## Strain energy of MoS2 with a free and with a scaled c axis

A film of MoS2 strained in its plane can still choose its height. If all cell vectors are scaled together, that choice is gone. How much energy does the lost freedom cost, and do a few strained cells tell enough to forecast others? The table gives PBE energies with a dispersion correction, relative to the relaxed crystal; question marks stand for the cells to be forecast.

Strained MoS2 (6-atom cell, unstrained space group P6_3/mmc, 194), computed with Ansatz 0.2.0: scalar-relativistic plane-wave PAW, PBE with D3(BJ) dispersion, no spin polarisation, cutoff 420 eV, k mesh 12×12×4. Changes are relative to the relaxed crystal (a = 3.149 Å, c = 12.094 Å, 17.31 Å³ per atom); atoms are relaxed within the symmetry in every strained cell.

```csv
strain kind,strain (%),cell freedom,energy change (meV/atom),volume change (%),a change (%),c change (%),strained space group number
biaxial ab,-3,length and tilt of c free,29.1,-4.95,-3.00,1.02,194
biaxial ab,-2,length and tilt of c free,12.7,-3.33,-2.00,0.65,194
biaxial ab,-1,length and tilt of c free,3.1,-1.70,-1.00,0.30,194
biaxial ab,1,length and tilt of c free,?,?,?,?,?
biaxial ab,2,length and tilt of c free,11.7,3.32,2.00,-0.69,194
biaxial ab,3,length and tilt of c free,25.9,5.02,3.00,-1.01,194
isotropic,-3,"cell held, all vectors scaled",?,?,?,?,?
isotropic,-2,"cell held, all vectors scaled",15.5,-5.88,-2.00,-2.00,194
isotropic,-1,"cell held, all vectors scaled",3.7,-2.97,-1.00,-1.00,194
isotropic,1,"cell held, all vectors scaled",?,?,?,?,?
isotropic,2,"cell held, all vectors scaled",13.8,6.12,2.00,2.00,164
isotropic,3,"cell held, all vectors scaled",?,?,?,?,?
```

### What the known rows show

In the biaxial rows the in-plane lengths are set and c relaxes. It moves against the in-plane strain by about a third of its size, in compression and in tension alike. The usual bonding picture accounts for the sign. Pressing the Mo atoms together within a layer pushes the sulfur atoms outwards, because the Mo–S bonds resist shortening, and the layer grows thicker; stretching does the reverse.

The isotropic rows have the same in-plane lengths as the biaxial rows of equal strain, but c is scaled in the same sense as a. Their additional energy is therefore the price of moving c away from the length it would choose. That price is modest: at −2 % it is 2.8 meV/atom on top of 12.7. Most of the cost lies in the plane, although c is displaced from its preferred length by more than the in-plane strain itself.

Chemistry suggests why. In-plane strain works against strong Mo–S bonds, whereas a change of c can be taken up largely by the gap between layers, where weak dispersion attraction balances repulsion between sulfur faces. The table has no atomic positions that would show how the change of c is shared between layer and gap, so this sharing, like the thickening of the layers described above, is argued, not measured.

Compression costs more than tension in both kinds of strain. For the biaxial rows this asymmetry grows by a factor of 3.2 between 2 and 3 % strain, close to the factor of 3.4 expected of a cubic term. The additional cost of scaling c is lopsided too: 2.8 meV/atom at −2 % but only 2.1 at +2 %. Repulsion between facing sulfur atoms rises steeply as they approach, while the attraction fades slowly as they part, and this would give such a difference.

### A model with two costs

The picture can be put into one line. Let $e$ be the in-plane strain in percent. The relaxed c axis then changes by $-\nu e$, and the known biaxial rows give $\nu = 0.336$. Let $d$ be the distance of c from this relaxed length, also in percent. It is zero in the biaxial rows and $(1+\nu)e$ in the isotropic ones. The energy is

$$E = A e^2 + B e^3 + K d^2 + L d^3 .$$

The first two terms are the cost of straining the plane with c relaxed, the last two the cost of holding c elsewhere. The four constants were fitted to the eight known energies; the printed output follows this text.

Isotropic strain of −3 %, which was not in the fit, serves as the worked case. The in-plane part is $3.055\times 9 + 0.0595\times 27 = 29.1$ meV/atom. The c axis is displaced by $d = 1.336\times(-3) = -4.01$, which adds $0.3395\times 16.1 + 0.0194\times 64.4 = 6.7$ meV/atom. The sum is 35.8 meV/atom.

A simpler version leaves out $L$, so that pushing c in and pulling it out by the same amount cost the same. It gives 34.7 meV/atom at −3 % and 31.3 at +3 %, against 35.8 and 30.1 from the full model. The two large isotropic strains can thus tell whether the lopsided cost seen at 2 % persists.

### Forecasts

- **Biaxial, +1 %:** energy change 3.0 ± 0.2 meV/atom, c change −0.34 ± 0.04 %, space group 194.
- **Isotropic, −3 %:** energy change 35.8 ± 0.8 meV/atom, space group 194.
- **Isotropic, +1 %:** energy change 3.6 ± 0.2 meV/atom, space group 194.
- **Isotropic, +3 %:** energy change 30.1 ± 1.0 meV/atom, space group left open.

The ranges are judgements, not statistical errors. They are narrow at +1 %, which lies between known strains, and wider at ±3 %, where the isotropic curve is extended beyond its three known points. The volume changes of the isotropic cells follow from geometry alone and test no physics.

The widest range belongs to +3 % because its nearest neighbour is in doubt. The isotropic cell at +2 % is labelled space group 164 instead of 194. Its energy lies on the smooth trend, so the crystal has not turned into the 1T form, which shares that label. Either the atoms have shifted slightly or the symmetry search met numerical noise; the label alone can't tell.

### Computed values

The withheld rows as computed:

```csv
strain kind,strain (%),cell freedom,energy change (meV/atom),volume change (%),a change (%),c change (%),strained space group number
biaxial ab,1,length and tilt of c free,3.0,1.64,1.00,-0.36,194
isotropic,-3,"cell held, all vectors scaled",36.2,-8.73,-3.00,-3.00,194
isotropic,1,"cell held, all vectors scaled",3.6,3.03,1.00,1.00,164
isotropic,3,"cell held, all vectors scaled",30.1,9.27,3.00,3.00,164
```

All four energies fall within their ranges. The biaxial cell at +1 % comes out at 3.0 meV/atom, as forecast, and its c axis shrinks by 0.36 %, slightly more than the 0.34 % expected. The energy of the isotropic cell at +1 % also agrees to the precision of the table, but its space group was forecast wrongly, as discussed below. For the energy these two are the easy cases, since a nearly parabolic curve leaves little room for error between known points.

The isotropic cells at ±3 % are the harder test. At +3 % the computed 30.1 meV/atom equals the forecast. At −3 % the calculation gives 36.2, which is 0.4 above the forecast. Repulsion that steepens faster than a cubic term allows would act in this direction, and although one energy can't establish that cause, the stresses discussed below point the same way.

The version without $L$ fails at both ends. It is too low by 1.5 meV/atom in compression and too high by 1.2 in tension, so the lopsided cost does persist. The energies alone don't settle its origin. In the isotropic rows a compressed c always comes with a compressed plane, and a stretched c with a stretched plane. The same energies would result if the stiffness along c itself changed with the in-plane strain.

The stress along c, printed by the same runs, helps to decide. If c behaved as a plain spring at each in-plane strain, the additional energy would be half the final stress times the volume gained or lost on the way from the relaxed c. At +3 % that would be 3.7 meV/atom, but the energies differ by 4.2; at −3 % it would be 8.0, against 7.1. With the plane fixed, the spring thus softens when stretched and stiffens when compressed. If a cubic term describes this change, the quadratic part of the cost is three times the energy difference less twice the spring estimate. That is about 5 meV/atom at both ends, for nearly equal displacements of c, so the stiffness near the relaxed length hardly depends on the in-plane strain. One cubic term is not quite enough: it would make spring estimate and energy differ by the same amount at both ends, whereas they differ by 0.9 meV/atom in compression and 0.5 in tension. A quartic term would account for that, and it would shift the quadratic part equally at both ends. Nearly all of the lopsided cost therefore seems to belong to c itself, although the program warns of a loose convergence threshold for the stresses of the isotropic runs.

The good forecasts alone would not prove the division into two costs. Because $d$ is proportional to $e$, the model amounts to one cubic curve for each kind of strain. The stresses add evidence that the energies lack, and cells with the plane held fixed and only c varied would test the division directly.

One symmetry forecast fails. The isotropic cell at +1 % was expected in space group 194 but is labelled 164, like those at +2 % and +3 %; for +3 % the group had been left open. The label thus appears at every isotropic expansion in the table and nowhere else. Yet expansion did not create the lower symmetry: all isotropic runs, the compressed ones included, and five of the six biaxial ones used only 12 symmetry operations, as many as group 164 has and half as many as 194. The final label also depends on how small a displacement the search ignores. The relaxed biaxial cell at +1 %, for example, counts as 164 at a tolerance of 0.001 and as 194 at 0.01. Forces between the layers weaken as c is stretched, so small leftover displacements are expected to be larger there, but their size is not given. The biaxial cells are all labelled 194, but the one at −3 % was snapped to symmetry by the program, and the run records list those at −2, −1, +1 and +2 % as group 164, as they do the compressed isotropic cells. The split in the table is therefore most likely a matter of tolerance, not a change of structure.

### What this means for stiffness

The constant $K$ gives the elastic constant along c, $C_{33}$, since the energy of a small displacement is half the stiffness times the volume times the strain squared. With 17.31 Å³ per atom this yields about 63 GPa. The value rests on energy differences of a few meV/atom or less and on the chosen dispersion correction, so it is less secure than the in-plane stiffness.

Scaling all vectors equally corresponds to a modulus of about 75 GPa. This is not the bulk modulus that a pressure experiment would probe. Under uniform pressure the crystal is free to shrink mostly along its soft direction, and the same constants then give only about 48 GPa. Forcing equal strains makes the stiff layers take a share of the compression that they would otherwise avoid.

The rule for other strains of this crystal is to ask first which length c would choose, and then how far it is held from it. Suppose a film is compressed by 2 % in its plane while c is kept at its unstrained length. Then c is only about 0.7 % short of its preferred length, and the model puts the additional cost near 0.16 meV/atom, compared with 12.7 for the in-plane strain. Clamping the height in this way hardly matters; forcing it to follow the plane costs roughly a fifth more.

Printed output of the fit:

```
fit of energy_change on 8 rows: coefficient of strain**2 3.055 +/- 0.003, coefficient of strain**3 -0.05951 +/- 0.001, coefficient of d**2 0.3395 +/- 0.0044, coefficient of d**3 -0.01939 +/- 0.0016; rms 0.0292, worst isotropic 0.0662, leave-one-out rms 0.414
  rows outside the fit (model, value, miss): biaxial ab 2.995, 3, -0.00495; isotropic 35.8, 36.2, -0.401; isotropic 3.555, 3.6, -0.0453; isotropic 30.09, 30.1, -0.0109
fit of energy_change on 8 rows: coefficient of strain**2 3.055 +/- 0.016, coefficient of strain**3 -0.06299 +/- 0.0055, coefficient of d**2 0.3402 +/- 0.024; rms 0.181, worst isotropic -0.349, leave-one-out rms 0.481
  rows outside the fit (model, value, miss): biaxial ab 2.992, 3, -0.00844; isotropic 34.66, 36.2, -1.54; isotropic 3.599, 3.6, -0.00126; isotropic 31.25, 30.1, 1.15
error bars of the withheld energies in row order, meV/atom: 0.2, 0.8, 0.2, 1
forecast c change at biaxial +1 % (also minus nu), %: -0.3359
computed c change at biaxial +1 %, %: -0.36
forecast volume changes of the withheld rows in row order, %: 1.667, -8.733, 3.03, 9.273
largest miss of these volume changes, %: 0.02732
extra cost of isotropic over biaxial at -2 %, meV/atom: 2.8
extra cost of isotropic over biaxial at +2 %, meV/atom: 2.1
biaxial asymmetry at 3 % over that at 2 % (cubic 3.4, linear 1.5): 3.2
in-plane stiffness with c free, C11+C12-2*C13^2/C33, GPa: 282.7
stiffness along c, C33, GPa: 62.84
modulus for uniform strain of all vectors, GPa: 75.29
hydrostatic bulk modulus from the same constants, GPa: 48.05
```
